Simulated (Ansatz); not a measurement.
Here is an unrelaxed guess for ZnSnO₂.

```cif
data_structure
_symmetry_space_group_name_H-M 'P4/mmm'
_symmetry_Int_Tables_number 123
_cell_length_a 4.3193
_cell_length_b 4.3193
_cell_length_c 2.6717
_cell_angle_alpha 90.000
_cell_angle_beta 90.000
_cell_angle_gamma 90.000
_cell_volume 49.84
loop_
_atom_site_label
_atom_site_type_symbol
_atom_site_symmetry_multiplicity
_atom_site_Wyckoff_symbol
_atom_site_fract_x
_atom_site_fract_y
_atom_site_fract_z
_atom_site_occupancy
Zn1 Zn 1 a 0.00000 0.00000 0.00000 1
Sn1 Sn 1 d 0.50000 0.50000 0.50000 1
O1 O 2 f 0.50000 0.00000 0.00000 1
```

Computed with DFT PBE, scalar-relativistic, plane waves, PAW in Ansatz 0.2.0. Plane waves to 420 eV, a k mesh through Γ of 4×4×6 on the computed 4-atom cell and Gaussian smearing (0.10 eV); no spin polarisation.

Energies over the elements count from the elements' standard structures at the same level (O₂ as a molecule), with no fitted energy shifts. The references include grey tin.

Question: How far from equilibrium is it?

Answer: The pressure is 8.6 GPa (the mean over three directions, positive in compression), the largest force is 0.00 eV/Å (symmetry fixes the atoms), and the energy is −0.49 eV/atom against the elements. The shortest distance is 2.16 Å.

Question: Is it a good guess?

Answer: A rough one: relaxing gains about 0.37 eV/atom (the start's value is from the coarse mesh, so the gain is rough) in 19 ionic steps and ends at −0.86 eV/atom on the finer mesh. The symmetry stays P4/mmm (No. 123). The volume per atom grows by 14.3 %, from 12.5 to 14.2 Å³. The shortest distance goes from 2.16 Å (Zn–O) to 2.03 Å (Zn–O). The ratio c/a of the conventional cell changes by a factor of 1.38. Conventional cell: a = 4.059 Å, c = 3.459 Å. Around Zn lie 4 O at 2.03 Å; around Sn lie 8 O at 2.67 Å; around O lie 2 Zn at 2.03 Å and 4 Sn at 2.67 Å.

The last run used a 12×12×14 mesh (in the run's order of axes) for its 4-atom cell and Gaussian smearing of 0.10 eV. The relaxation can't lower the symmetry of the start, and the grade says only how near the guess is to its own end. A structure relaxed within its symmetry needn't be a true minimum.
